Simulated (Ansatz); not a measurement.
# Pt (Fm-3m) in Ansatz: notebook

The runs below take Pt through single point, relaxation of cell and atoms, with PBE, LDA.

Program: Ansatz 0.2.0. These are calculated values, not measurements. Logs are shortened: lines on timing, memory, paths and dates and some standing lists are left out, and cuts for length are marked.

### 1 Starting point

The structure is cubic, space group Fm-3m (No. 225). The conventional cell has a = 3.922 Å, b = 3.922 Å, c = 3.922 Å, α = 90.00°, β = 90.00°, γ = 90.00°. Pt (site symmetry m-3m) has 12 Pt at 2.77 Å as nearest neighbours.

### 2 Single point, PBE

input.yaml

```yaml
crystal:
  lattice:
    - [0.0, 1.9609, 1.9609]
    - [1.9609, 0.0, 1.9609]
    - [1.9609, 1.9609, 0.0]
  atoms:
    - { symbol: Pt, position: [0.0, 0.0, 0.0] }
hamiltonian:
  xc: pbe
  pseudopotentials: { kind: paw }
kpoints:
  mp_grid: { grid: [12, 12, 12] }
scf:
  occupations: { method: gaussian, width: 0.011 }
output:
  forces: true
  stress: true
  eigenvalues: true
```

Potentials or basis: Ansatz PAW.

The run is started by

```
ansatz run input.yaml --threads 2 --pin off --max-ram 5632MiB --backend cpu --events-out ev --progress --plain --runs-dir out
```

What it wrote:

```text
Warning: RAYON_NUM_THREADS=2 ignored (pool sized by the plan → 2); use --threads N
Engine: ansatz 0.2.0, aarch64-unknown-linux-gnu
Pseudopotentials: kind: paw
Pseudopotential: Pt, paw, valence charge 18, recommended cutoff 420 eV (normal), Pt.paw.azcp
Functional definition: PBE
  parameter kappa = 0.804
  parameter beta = 0.06672455060314922
  exchange = pbe_x(kappa = kappa, mu = beta*pi^2/3)
  correlation = pbe_c(beta = beta)
Crystal: 1 atoms, lattice volume = 15.080 Å³
Basis set: ecut = 420 eV, 283 PW (Γ), exchange–correlation on 40×40×40 points (8 copies of the dense FFT grid, shifted against one another)
Bands: 13, of which v1, the nominal top of the filled ones, is band 9 counted from 1 (8 counted from 0)
Symmetry: 48 space group operations
Space group: Fm-3m (ITA 225), of the structure as read, at distance tolerance 2.5e-5 Å
k-points: 72 of 1728
Non-local potential: Pt, projectors of the file, l = 0: 3, l = 1: 2, l = 2: 2, l = 3: 1
PAW form: soft (Blöchl's): semilocal exchange-correlation on the pseudo side does not see the compensation charge
PAW one-centre angular grid: Pt, 590 points (default); XC on 64 Gauss nodes
Initial density: superposition of atomic densities (neutral atoms: chi_scale 0, normalization atom), corrected by the library's trained network
Initial wavefunctions: pseudopotential atomic-orbital guess
Functional: x = pbe(κ = 0.804, μ = 0.2195149727645171), c = pbe(β = 0.06672455060314922)
SCF iter   1: F=—  HF=-12522.996793 eV  |F-HF|=—  |Δ(HF+E_count)|=         —  Δρ=2.87e-3  dr2=2.25e-4  ethr=1.77e-3  ⟨swp⟩=5.5  Hψ=4980  notcnv=0
preconditioner: auto → none  [metal: Δε(μ)=0.007 eV  Ē_g=14.216 eV  σ=0.011 eV  W_gap=0.34  n_scr=8 (ndim 8)  ℏωp=30.2 eV  f_vac=0.000  D(μ)=7.71/eV (n_scr^D=258)  sad-step TF]
SCF iter   2: F=—  HF=-12522.997575 eV  |F-HF|=—  |Δ(HF+E_count)|=   7.82e-4  Δρ=1.59e-3  dr2=6.05e-5  ethr=1.25e-6  ⟨swp⟩=2.6  Hψ=2377  notcnv=0  defer=6
SCF iter   3: F=—  HF=-12522.997764 eV  |F-HF|=—  |Δ(HF+E_count)|=   1.89e-4  Δρ=2.07e-4  dr2=4.51e-6  ethr=3.36e-7  ⟨swp⟩=2.0  Hψ=1557  notcnv=0  defer=6
SCF iter   4: F=—  HF=-12522.997764 eV  |F-HF|=—  |Δ(HF+E_count)|=   2.75e-7  Δρ=6.27e-5  dr2=1.43e-7  ethr=2.50e-8  ⟨swp⟩=2.1  Hψ=1268  notcnv=0  defer=6
iter 5 did not close the SCF: its close was put off for the readings that it lacked (scf_convergence_deferred on its scf_iter line)
SCF iter   5: F=-12522.997764 eV  HF=-12522.997764 eV  |F-HF|=1.28e-8  |Δ(HF+E_count)|=   6.64e-8  Δρ=1.27e-5  dr2=1.79e-8  ethr=7.93e-10  ⟨swp⟩=2.9  Hψ=1693  notcnv=0  defer=6
SCF iter   6: F=-12522.997764 eV  HF=-12522.997764 eV  |F-HF|=8.73e-11  |Δ(HF+E_count)|=   4.20e-9  Δρ=2.26e-6  dr2=2.78e-10  ethr=9.93e-11  ⟨swp⟩=2.2  Hψ=2992  notcnv=0
SCF 1 converged in 6 iterations: F = -12522.997764 eV  dr2 = 2.78e-10
SCF converged after 6 iterations
Free energy (F): -12522.997764 eV
Harris-Foulkes:  -12522.997764 eV  (|F-HF|=8.73e-11)
Internal energy: -12522.997302 eV  (E = F + TS)
E sigma→0 (E₀):  -12522.997533 eV
Entropy (-TS):   -0.000461 eV (-0.461 meV/atom)
Fermi energy:    23.436920 eV
--- Per-component energies (eV) ---
  E_band       = -128.083811
  E_kinetic    = 638.492409
  E_local      = -1461.428367  (includes V_loc(G=0)·N_el)
  E_nonlocal   = 199.847124
  E_hartree    = 543.433543
  E_xc         = -262.167435
  E_vxc        = -303.372229  (∫ρ·V_xc dr)
  E_paw        = -9454.033436  (= ΣΔE_a)
  E_vpaw       = -288.490439  (= ΣTr[D̂ρ^β])
  E_aug_tail   = 0.000205  (compensation charges beyond the density's cutoff)
  E_ewald      = -2727.141345
  E_smearing   = -0.000461  (= −TS)
  E_closure    = 0.000000  (closes the sum)
  Σ components = -12522.997764   (vs F -12522.997764, Δ=0.00e0)
--- Forces (eV/Å), atoms counted from 1 ---
  atom   1  Pt    -0.00000000     0.00000000     0.00000000
  max |Σ_I F_I| component: 1.03e-31 eV/Å
--- Stress (GPa, compression-positive) ---
       10.200275       0.000000      -0.000000
        0.000000      10.200275      -0.000000
        0.000000       0.000000      10.200275
  P = ⅓ Tr σ = 10.2003 GPa (102.003 kbar)
--- Band table (eV; the first three rows and the last of 72) ---
  k-point 0: bands = ["-75.0819", "-29.0787", "-29.0787", "-29.0787", "13.1744", "19.6143", "19.6143", "19.6143", "21.7762", "21.7762", "38.0247", "42.9647", "42.9647"]
  k-point 1: bands = ["-75.0796", "-29.1113", "-29.0834", "-29.0834", "13.4532", "19.4936", "19.7226", "19.7226", "21.7182", "21.7182", "38.4473", "41.6430", "43.3864"]
  k-point 2: bands = ["-75.0735", "-29.1997", "-29.0962", "-29.0962", "14.2255", "19.2526", "19.9429", "19.9429", "21.6719", "21.6719", "39.2869", "39.4397", "44.5597"]
  k-point 71: bands = ["-75.0374", "-29.3943", "-29.3943", "-29.2614", "17.7304", "18.8465", "18.8465", "21.4020", "23.9190", "30.5433", "31.6951", "31.6951", "35.4545"]
```

Wall time 0.47 s (2 threads of Arm Neoverse V2, shared host); peak memory 0.26 GiB.

Results:

- Free energy: -12522.9978 eV
- Pressure: 10.2 GPa
- Band gap on the k mesh: none (metal or under the smearing width)

The run has no spin-orbit coupling, so splittings on Pt are missing.

### 3 Relaxation of cell and atoms, PBE

Changes to input.yaml since step 2:

```diff
@@ -13,3 +13,3 @@
 scf:
-  occupations: { method: gaussian, width: 0.011 }
+  occupations: { method: fermi_dirac, width: 0.05 }
 output:
@@ -17,2 +17,9 @@
   stress: true
-  eigenvalues: true
+  write_density: true
+  write_potential: true
+  elf: true
+  volumetric_format: npy
+relax:
+  f_tol: 0.01
+  max_steps: 40
+  cell: { stress_tol: 0.05 }
```

Potentials or basis: Ansatz PAW.

The run is started by

```
ansatz run input.yaml --threads 2 --pin off --max-ram 5632MiB --backend cpu --events-out ev --progress --plain --runs-dir out
```

It took 2.2 s on 2 threads of Arm Neoverse V2, shared host; peak memory 0.28 GiB.

Results (log left out):

```yaml
Free_energy: -12523.0255 eV
Relaxed_volume: 15.66 Å³/atom
Relaxed_cell: a = 2.808 Å, b = 2.808 Å, c = 2.808 Å, α = 60.00°, β = 60.00°, γ = 60.00°
Space_group_after_relaxing_to_0.05_Å: Fm-3m (No. 225)
Energy_gained_by_relaxing: 17.7 meV/atom
Ionic_steps: 5
Pressure_after_relaxing: 0.0 GPa
Band_gap_on_the_k_mesh: none (metal or under the smearing width)
```

Step by step:
```
step  energy change (eV)  largest force (eV/Å)  volume (Å³)
   1              0.0000                0.0000        15.08
   2             -0.0171                0.0000        15.74
   3             -0.0174                0.0000        15.66
   4             -0.0174                0.0000        15.66
   5             -0.0177                0.0000        15.66
```

Final structure:
```xyz
1
Lattice="0.0000 1.9855 1.9855 1.9855 0.0000 1.9855 1.9855 1.9855 0.0000" Properties=species:S:1:pos:R:3 pbc="T T T"
Pt    0.0000    0.0000    0.0000
```

Levels at points of the mesh, in eV from the Fermi level:
```csv
k point,band 7,band 8,band 9,band 10,band 11,band 12
"(0.00, 0.00, 0.00)",-3.59,-3.59,-1.56,-1.56,14.69,19.42
"(0.00, 0.00, -0.50)",-3.65,-0.36,0.02,0.02,5.55,14.25
"(0.00, -0.50, -0.50)",-0.01,0.45,0.45,1.82,8.47,11.25
```

Caveat: the plane-wave basis is chosen anew once the cell has moved, so the energies of steps on either side of that aren't comparable.

### 4 Relaxation of cell and atoms, LDA

Changes to input.yaml since step 3:

```diff
@@ -8,3 +8,3 @@
 hamiltonian:
-  xc: pbe
+  xc: lda
   pseudopotentials: { kind: paw }
@@ -17,6 +17,2 @@
   stress: true
-  write_density: true
-  write_potential: true
-  elf: true
-  volumetric_format: npy
 relax:
```

The run is started by

```
ansatz run input.yaml --threads 2 --pin off --max-ram 5632MiB --backend cpu --events-out ev --progress --plain --runs-dir out
```

It took 1.7 s on 2 threads of Arm Neoverse V2, shared host; peak memory 0.26 GiB.

Results (log left out):

| Property | Result |
| --- | --- |
| Free energy | -12244.9971 eV |
| Relaxed volume | 14.77 Å³/atom |
| Relaxed cell | a = 2.754 Å, b = 2.754 Å, c = 2.754 Å, α = 60.00°, β = 60.00°, γ = 60.00° |
| Space group after relaxing (to 0.05 Å) | Fm-3m (No. 225) |
| Energy gained by relaxing | 6.0 meV/atom |
| Ionic steps | 4 |
| Pressure after relaxing | 0.0 GPa |

Step by step:
```csv
step,energy change (eV),largest force (eV/Å),volume (Å³)
1,0.0000,0.0000,15.08
2,-0.0061,0.0000,14.79
3,-0.0061,0.0000,14.77
4,-0.0060,0.0000,14.77
```

Final structure:
```xyz
1
Lattice="0.0000 1.9472 1.9472 1.9472 0.0000 1.9472 1.9472 1.9472 0.0000" Properties=species:S:1:pos:R:3 pbc="T T T"
Pt    0.0000    0.0000    0.0000
```

Caveat: the plane-wave basis is chosen anew once the cell has moved, so the energies of steps on either side of that aren't comparable; the PAW data sets come from PBE, with cores solved anew for the run's functional, which leaves a small shift of forces and pressure.

### 5 The runs side by side

```tsv
task	level	cell	smearing	gap on the mesh (eV)	pressure (GPa)	relaxed volume (Å³/atom)
single point	PBE	as given	gaussian 0.011 eV	none	10.2	-
relaxation of cell and atoms	PBE	relaxed	fermi-dirac 0.05 eV	none	0.0	15.66
relaxation of cell and atoms	LDA	relaxed	fermi-dirac 0.05 eV	-	0.0	14.77
```

Alike in all rows: potentials or basis Ansatz PAW; no spin polarisation; k mesh 12 × 12 × 12; cutoff (eV) 420.

Caveats: the plane-wave basis is chosen anew once the cell has moved, so the energies of steps on either side of that aren't comparable (some runs); the PAW data sets come from PBE, with cores solved anew for the run's functional, which leaves a small shift of forces and pressure (some runs).

Total energies depend on the potentials used, so only differences within one code and one set of settings carry meaning.
